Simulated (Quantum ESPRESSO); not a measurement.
# EuO (Fm-3m) in Quantum ESPRESSO: Hubbard U by linear response with PBE+U

Aim: the Hubbard U by linear response of EuO with PBE+U.

Program: Quantum ESPRESSO 7.5. These are calculated values, not measurements. Logs are shortened: lines on timing, memory, paths and dates and some standing lists are left out, and cuts for length are marked.

**Measured values to compare with.**

From a printed reference work, monograph, for a bulk crystal of EuO at 300 K: band gap 1.115 eV (optical).

How close the calculation comes is told below.

## Step 1: The structure

The structure is cubic, space group Fm-3m (No. 225). The conventional cell has a = 5.144 Å, b = 5.144 Å, c = 5.144 Å, α = 90.00°, β = 90.00°, γ = 90.00°. Around Eu (site symmetry m-3m) lie 6 O at 2.57 Å. Around O (site symmetry m-3m) lie 6 Eu at 2.57 Å.

## Step 2: Hubbard U by linear response, PBE+U, collinear spin, ferromagnetic start

File pw.in:

```
&CONTROL
  calculation = 'scf'
  prefix = 'pwscf'
  outdir = './tmp'
  pseudo_dir = './pseudo'
  tprnfor = .true.
  tstress = .true.
  disk_io = 'low'
/
&SYSTEM
  ibrav = 0
  nat = 2
  ntyp = 2
  ecutwfc = 50
  ecutrho = 300
  nbnd = 21
  occupations = 'smearing'
  smearing = 'gaussian'
  degauss = 0.00999582
  nspin = 2
  starting_magnetization(1) = 0.4118
  starting_magnetization(2) = 0
/
&ELECTRONS
  conv_thr = 4d-10
  electron_maxstep = 120
  mixing_beta = 0.3
/
ATOMIC_SPECIES
Eu   151.9640 Eu.GGA_PBE-JTH.UPF
O     15.9990 O.GGA_PBE-JTH.UPF
CELL_PARAMETERS angstrom
   0.0000000000    2.5719500000    2.5719500000
   2.5719500000    0.0000000000    2.5719500000
   2.5719500000    2.5719500000    0.0000000000
ATOMIC_POSITIONS crystal
Eu     0.0000000000    0.0000000000    0.0000000000
O      0.5000000000    0.5000000000    0.5000000000
K_POINTS automatic
8 8 8 0 0 0
HUBBARD {ortho-atomic}
U Eu-4f 0.0001
```

File scf2.in:

```
&CONTROL
  calculation = 'scf'
  prefix = 'pwscf'
  outdir = './tmp'
  pseudo_dir = './pseudo'
  tprnfor = .true.
  tstress = .true.
  disk_io = 'low'
/
&SYSTEM
  ibrav = 0
  nat = 2
  ntyp = 2
  ecutwfc = 50
  ecutrho = 300
  nbnd = 21
  occupations = 'smearing'
  smearing = 'gaussian'
  degauss = 0.00999582
  nspin = 2
  starting_magnetization(1) = 0.4118
  starting_magnetization(2) = 0
/
&ELECTRONS
  conv_thr = 1d-13
  electron_maxstep = 120
  mixing_beta = 0.3
  startingpot = 'file'
  startingwfc = 'file'
/
ATOMIC_SPECIES
Eu   151.9640 Eu.GGA_PBE-JTH.UPF
O     15.9990 O.GGA_PBE-JTH.UPF
CELL_PARAMETERS angstrom
   0.0000000000    2.5719500000    2.5719500000
   2.5719500000    0.0000000000    2.5719500000
   2.5719500000    2.5719500000    0.0000000000
ATOMIC_POSITIONS crystal
Eu     0.0000000000    0.0000000000    0.0000000000
O      0.5000000000    0.5000000000    0.5000000000
K_POINTS automatic
8 8 8 0 0 0
HUBBARD {ortho-atomic}
U Eu-4f 0.0001
```

File hp.in:

```
&INPUTHP
  prefix = 'pwscf'
  outdir = './tmp'
  nq1 = 2
  nq2 = 2
  nq3 = 2
  conv_thr_chi = 1d-06
  niter_max = 80
  iverbosity = 1
  alpha_mix(1) = 0.15
/
```

Potentials or basis: JTH 2.0 PBE.

Started as:

```bash
OMP_NUM_THREADS=1 pw.x -in pw.in > pw.out
OMP_NUM_THREADS=1 pw.x -in scf2.in > scf2.out
OMP_NUM_THREADS=1 hp.x -in hp.in > hp.out
```

pw.out:

```text
This program is part of the open-source Quantum ESPRESSO suite
     for quantum simulation of materials; please cite
         "P. Giannozzi et al., J. Phys.:Condens. Matter 21 395502 (2009);
         "P. Giannozzi et al., J. Phys.:Condens. Matter 29 465901 (2017);
         "P. Giannozzi et al., J. Chem. Phys. 152 154105 (2020);
     in publications or presentations arising from this work. More details at

     file Eu.GGA_PBE-JTH.UPF: wavefunction(s)  5S 6S 5P 0P 5D 0D 4F 0F renormalized
     file O.GGA_PBE-JTH.UPF: wavefunction(s)  0S 2P 0P renormalized
     Message from routine setup:
     using ibrav=0 with symmetry is DISCOURAGED, use correct ibrav instead

     G-vector sticks info
     --------------------
     sticks:   dense  smooth     PW     G-vecs:    dense   smooth      PW
     Sum         967     649    199                20107    10969    1917

     Using Slab Decomposition

     bravais-lattice index     =            0
     lattice parameter (alat)  =       6.8735  a.u.
     unit-cell volume          =     229.6224 (a.u.)^3
     number of atoms/cell      =            2
     number of atomic types    =            2
     number of electrons       =        23.00
     number of Kohn-Sham states=           21
     kinetic-energy cutoff     =      50.0000  Ry
     charge density cutoff     =     300.0000  Ry
     scf convergence threshold =      4.0E-10
     mixing beta               =       0.3000
     number of iterations used =            8  plain     mixing
     Exchange-correlation= SLA PW PBX PBC
                           (   1   4   3   4   0   0   0)
     Hubbard projectors: ortho-atomic
     Hubbard parameters of DFT+U (Dudarev formulation) in eV:
     U(Eu-4f) =  0.0001

     Internal variables: lda_plus_u =T, lda_plus_u_kind = 0

     Internal variables: orbital_resolved =F, hub_pot_fix =F, apply_U = F

     celldm(1)=   6.873475  celldm(2)=   0.000000  celldm(3)=   0.000000
     celldm(4)=   0.000000  celldm(5)=   0.000000  celldm(6)=   0.000000

     crystal axes: (cart. coord. in units of alat)
               a(1) = (   0.000000   0.707107   0.707107 )
               a(2) = (   0.707107   0.000000   0.707107 )
               a(3) = (   0.707107   0.707107   0.000000 )

     reciprocal axes: (cart. coord. in units 2 pi/alat)
               b(1) = ( -0.707107  0.707107  0.707107 )
               b(2) = (  0.707107 -0.707107  0.707107 )
               b(3) = (  0.707107  0.707107 -0.707107 )

     PseudoPot. # 1 for Eu read from file:
     Eu.GGA_PBE-JTH.UPF
     Pseudo is Projector augmented-wave + core cor, Zval = 17.0
     Generated using ATOMPAW code
     Shape of augmentation charge: SINC**2
     Using radial grid of 1109 points,  8 beta functions with:
                l(1) =   0
                l(2) =   0
                l(3) =   1
                l(4) =   1
                l(5) =   2
                l(6) =   2
                l(7) =   3
                l(8) =   3
     Q(r) pseudized with 0 coefficients

     PseudoPot. # 2 for O  read from file:
     O.GGA_PBE-JTH.UPF
     Pseudo is Projector augmented-wave + core cor, Zval =  6.0
     Generated using ATOMPAW code
     Shape of augmentation charge: SINC**2
     Using radial grid of  943 points,  4 beta functions with:
                l(1) =   0
                l(2) =   0
                l(3) =   1
                l(4) =   1
     Q(r) pseudized with 0 coefficients

     atomic species   valence    mass     pseudopotential
     Eu               17.00   151.96400     Eu( 1.00)
     O                 6.00    15.99900     O ( 1.00)

     Starting magnetic structure
     atomic species   magnetization
     Eu              0.412
     O               0.000

     48 Sym. Ops., with inversion, found

   Cartesian axes

     site n.     atom                  positions (alat units)
         1        Eu     tau(   1) = (   0.0000000   0.0000000   0.0000000  )
         2        O      tau(   2) = (   0.7071068   0.7071068   0.7071068  )

     number of k points=    29  Gaussian smearing, width (Ry)=  0.0100
                       cart. coord. in units 2pi/alat
        k(    1) = (   0.0000000   0.0000000   0.0000000), wk =   0.0019531
        k(    2) = (   0.0883883   0.0883883  -0.0883883), wk =   0.0156250
        k(    3) = (   0.1767767   0.1767767  -0.1767767), wk =   0.0156250
        k(    4) = (   0.2651650   0.2651650  -0.2651650), wk =   0.0156250
        k(    5) = (  -0.3535534  -0.3535534   0.3535534), wk =   0.0078125
        k(    6) = (   0.1767767   0.0000000   0.0000000), wk =   0.0117188
[... 21 lines left out ...]
        k(   28) = (  -0.7071068   0.1767767  -0.0000000), wk =   0.0234375
        k(   29) = (  -0.7071068   0.3535534   0.0000000), wk =   0.0117188

     Dense  grid:    20107 G-vectors     FFT dimensions: (  40,  40,  40)

     Smooth grid:    10969 G-vectors     FFT dimensions: (  32,  32,  32)

     Generating pointlists ...
     new r_m :   0.2917 (alat units)  2.0049 (a.u.) for type    1
     new r_m :   0.2917 (alat units)  2.0049 (a.u.) for type    2

     Initial potential from superposition of free atoms

     starting charge      22.9953, renormalised to      23.0000

     STARTING HUBBARD OCCUPATIONS:

     =================== HUBBARD OCCUPATIONS ===================
     ------------------------ ATOM    1 ------------------------
     Tr[ns(  1)] (up, down, total) =   6.00000  0.00000  6.00000
     Atomic magnetic moment for atom   1 =   6.00000
     SPIN  1
     eigenvalues:
       0.857  0.857  0.857  0.857  0.857  0.857  0.857
     eigenvectors (columns):
       1.000  0.000  0.000  0.000  0.000  0.000  0.000
       0.000  1.000  0.000  0.000  0.000  0.000  0.000
       0.000  0.000  1.000  0.000  0.000  0.000  0.000
       0.000  0.000  0.000  1.000  0.000  0.000  0.000
       0.000  0.000  0.000  0.000  1.000  0.000  0.000
       0.000  0.000  0.000  0.000  0.000  1.000  0.000
       0.000  0.000  0.000  0.000  0.000  0.000  1.000
     occupation matrix ns (before diag.):
[... 14 lines left out ...]
       0.000  0.000  0.000  1.000  0.000  0.000  0.000
       0.000  0.000  0.000  0.000  1.000  0.000  0.000
       0.000  0.000  0.000  0.000  0.000  1.000  0.000
       0.000  0.000  0.000  0.000  0.000  0.000  1.000
     occupation matrix ns (before diag.):
       0.000  0.000  0.000  0.000  0.000  0.000  0.000
       0.000  0.000  0.000  0.000  0.000  0.000  0.000
       0.000  0.000  0.000  0.000  0.000  0.000  0.000
       0.000  0.000  0.000  0.000  0.000  0.000  0.000
       0.000  0.000  0.000  0.000  0.000  0.000  0.000
       0.000  0.000  0.000  0.000  0.000  0.000  0.000
       0.000  0.000  0.000  0.000  0.000  0.000  0.000

     Number of occupied Hubbard levels =    6.0000

     Atomic wfc used for Hubbard projectors are orthogonalized

     Starting wfcs are   40 randomized atomic wfcs

     Self-consistent Calculation

     iteration #  1     ecut=    50.00 Ry     beta= 0.30
     Davidson diagonalization with overlap
     ethr =  1.00E-02,  avg # of iterations =  2.5

     =================== HUBBARD OCCUPATIONS ===================
     ------------------------ ATOM    1 ------------------------
     Tr[ns(  1)] (up, down, total) =   6.28507  0.06367  6.34873
     Atomic magnetic moment for atom   1 =   6.22140
     SPIN  1
     eigenvalues:
       0.891  0.891  0.891  0.899  0.904  0.904  0.904
     eigenvectors (columns):
       0.552 -0.831  0.071  0.000  0.000  0.000  0.000
      -0.470 -0.330 -0.213 -0.000  0.468  0.454 -0.446
      -0.200 -0.084  0.573  0.000  0.534 -0.582 -0.032
       0.000  0.000 -0.000 -0.000  0.439  0.358  0.824
[... 169 lines left out ...]
     iteration # 15     ecut=    50.00 Ry     beta= 0.30
     Davidson diagonalization with overlap
     ethr =  1.93E-11,  avg # of iterations =  1.6

     Magnetic moment per site  (integrated on atomic sphere of radius R)
     atom   1 (R=0.292)  charge= 13.7585  magn=  6.5444
     atom   2 (R=0.292)  charge=  6.4785  magn= -0.0797

     End of self-consistent calculation

     =================== HUBBARD OCCUPATIONS ===================
     ------------------------ ATOM    1 ------------------------
     Tr[ns(  1)] (up, down, total) =   6.16294  0.06406  6.22700
     Atomic magnetic moment for atom   1 =   6.09888
     SPIN  1
     eigenvalues:
       0.858  0.858  0.858  0.885  0.901  0.901  0.901
     eigenvectors (columns):
       0.005  0.992  0.129  0.000 -0.000 -0.000 -0.000
      -0.575  0.030 -0.209 -0.000 -0.464 -0.451 -0.453
      -0.211 -0.073  0.570  0.000 -0.000  0.560 -0.558
       0.000 -0.000 -0.000 -0.000 -0.809  0.415  0.416
       0.000  0.000  0.000 -1.000  0.000 -0.000  0.000
       0.742 -0.039  0.270  0.000 -0.360 -0.350 -0.351
      -0.273 -0.094  0.736  0.000  0.000 -0.434  0.432
     occupation matrix ns (before diag.):
[... 14 lines left out ...]
      -0.000 -0.995 -0.058 -0.086  0.000  0.000 -0.000
      -1.000  0.000  0.000 -0.000  0.000  0.000  0.000
      -0.000 -0.052 -0.005  0.610 -0.764  0.012 -0.201
      -0.000  0.036 -0.611 -0.002  0.198 -0.104 -0.758
     occupation matrix ns (before diag.):
       0.017 -0.000 -0.000  0.000  0.000  0.000  0.000
      -0.000  0.009 -0.000  0.000  0.000 -0.006 -0.000
      -0.000 -0.000  0.009  0.000 -0.000  0.000  0.006
       0.000  0.000  0.000  0.004 -0.000 -0.000  0.000
       0.000  0.000 -0.000 -0.000  0.000 -0.000 -0.000
       0.000 -0.006  0.000 -0.000 -0.000  0.012  0.000
       0.000 -0.000  0.006  0.000 -0.000  0.000  0.012

     Number of occupied Hubbard levels =    6.2270

 ------ SPIN UP ------------

          k = 0.0000 0.0000 0.0000 (  1363 PWs)   bands (ev):

   -26.9953  -5.3883  -5.3883  -5.3883  -4.0314  10.8618  10.8618  10.8618
    14.1223  14.2572  14.5487  14.5487  14.5487  14.8593  14.8593  14.8593
    16.2418  16.2418  16.2418  18.4645  18.4645
[... 153 lines left out ...]
   -26.8838  -6.5012  -5.9416  -5.6536  -3.1432   9.5261  10.1721  10.5276
    14.2342  14.2567  14.3558  14.4101  14.5100  14.5215  14.5240  16.6913
    16.8515  19.1303  20.0754  21.6635  23.4682

          k =-0.7071 0.1768-0.0000 (  1370 PWs)   bands (ev):

   -26.8756  -6.1914  -5.9514  -5.8097  -3.6223  10.2936  10.5877  10.6952
    13.8204  14.3140  14.3826  14.4112  14.4374  14.5043  14.6438  15.0501
    18.5136  18.8346  20.9159  21.1535  23.6418

          k =-0.7071 0.3536 0.0000 (  1384 PWs)   bands (ev):

   -26.8752  -6.1264  -6.0045  -6.0045  -3.3273   9.7776  10.5572  10.5572
    14.2300  14.2300  14.3919  14.3919  14.5039  14.5088  14.5161  16.5513
    16.5513  18.8486  21.1609  21.6225  23.3353

 ------ SPIN DOWN ----------

          k = 0.0000 0.0000 0.0000 (  1363 PWs)   bands (ev):

   -23.9978  -4.1120  -3.0663  -3.0663  -3.0663  10.9295  10.9295  10.9295
    15.3620  17.3799  17.3799  17.3799  18.3420  19.3453  19.3453  19.3453
    19.3876  19.3876  19.3876  19.5953  19.5953
[... 153 lines left out ...]
   -23.8544  -5.1930  -3.7426  -3.4261  -2.3038   9.6917  10.2911  10.7368
    17.1004  17.4035  18.8535  18.9186  19.1412  19.1871  19.1959  19.4926
    19.6071  20.2321  21.6067  22.7954  24.6761

          k =-0.7071 0.1768-0.0000 (  1370 PWs)   bands (ev):

   -23.8441  -4.6022  -4.0428  -3.5821  -2.8411  10.3863  10.8233  10.8600
    15.2057  18.5305  18.9309  19.0342  19.0467  19.1848  19.2962  19.4275
    19.5262  20.5352  22.1177  22.6696  24.8433

          k =-0.7071 0.3536 0.0000 (  1384 PWs)   bands (ev):

   -23.8435  -4.8702  -3.8184  -3.8184  -2.4289   9.8546  10.7752  10.7752
    16.9871  16.9871  18.9799  18.9799  19.1049  19.1768  19.1835  19.5977
    19.5977  19.9168  22.6792  22.7758  24.4872

     the Fermi energy is    14.8266 ev

!    total energy              =    -684.46273130 Ry
     total all-electron energy =      -684.462731 Ry
     estimated scf accuracy    <          1.3E-10 Ry
     smearing contrib. (-TS)   =      -0.00097406 Ry
     internal energy E=F+TS    =    -684.46175723 Ry

     The total energy is F=E-TS. E is the sum of the following terms:
     one-electron contribution =     -67.08503852 Ry
     hartree contribution      =      47.15288347 Ry
     xc contribution           =     -27.41299369 Ry
     ewald contribution        =    -176.16117722 Ry
     Hubbard energy            =       0.00000293 Ry
     one-center paw contrib.   =    -460.95543420 Ry

     total magnetization       =     6.95 Bohr mag/cell
     absolute magnetization    =     7.14 Bohr mag/cell

     convergence has been achieved in  15 iterations

     Forces acting on atoms (cartesian axes, Ry/au):

     atom    1 type  1   force =    -0.00000000    0.00000000    0.00000000
     atom    2 type  2   force =     0.00000000   -0.00000000   -0.00000000

     Total force =     0.000000     Total SCF correction =     0.000000

     Computing stress (Cartesian axis) and pressure

          total   stress  (Ry/bohr**3)                   (kbar)     P=      -43.54
  -0.00029598  -0.00000000  -0.00000000          -43.54       -0.00       -0.00
  -0.00000000  -0.00029598  -0.00000000           -0.00      -43.54       -0.00
  -0.00000000  -0.00000000  -0.00029598           -0.00       -0.00      -43.54

=------------------------------------------------------------------------------=
   JOB DONE.
=------------------------------------------------------------------------------=
```

Run time: 14 min. Hardware: 1 thread of Arm Neoverse V2, shared host; peak memory 0.32 GiB.

Results:

- Free energy: -9312.5899 eV
- Pressure: -4.4 GPa
- Band gap on the k mesh: none (metal or under the smearing width)
- Net moment: 6.95 μB per cell
- Absolute moment: 7.14 μB per cell
- Site moments: Eu +6.54; O -0.08 μB
- Valence electrons inside the program's atomic spheres: Eu 13.76; O 6.48
- Hubbard U from linear response: 4.19 eV

Eigenvalues of the final occupation matrices:
```
   site  spin  trace                         eigenvalues
Eu 1 4f     1   6.16  0.86 0.86 0.86 0.88 0.90 0.90 0.90
Eu 1 4f     2   0.06  0.00 0.00 0.00 0.00 0.02 0.02 0.02
```

Hubbard U from linear response:
```tsv
site	manifold	U (eV)
1	Eu-4f	4.19
```
On the first site the bare response is -0.770 and the screened one -0.176 eV⁻¹.

Caveat: spin-orbit coupling is left out, which moves the levels of the heavy elements; a cell with one magnetic atom can't hold antiferromagnetic order, which such compounds often take. The state reached can hang on the start; a lower one may exist.

## Step 3: How close it comes

Step 2. Against the measured gap of EuO, 1.115 eV (optical; 300 K; a printed reference work, monograph), the calculated 0.00 eV is off by -1.11 eV. So large a miss can be the level of theory's own, or it may mean another phase, state or a wrong row. Spin-orbit coupling on Eu is left out. The value is that of PBE+U on a finite k mesh, which can miss the band edges, without temperature or zero-point motion. The run's magnetic order (collinear spin, ferromagnetic start) needn't be the measured crystal's.
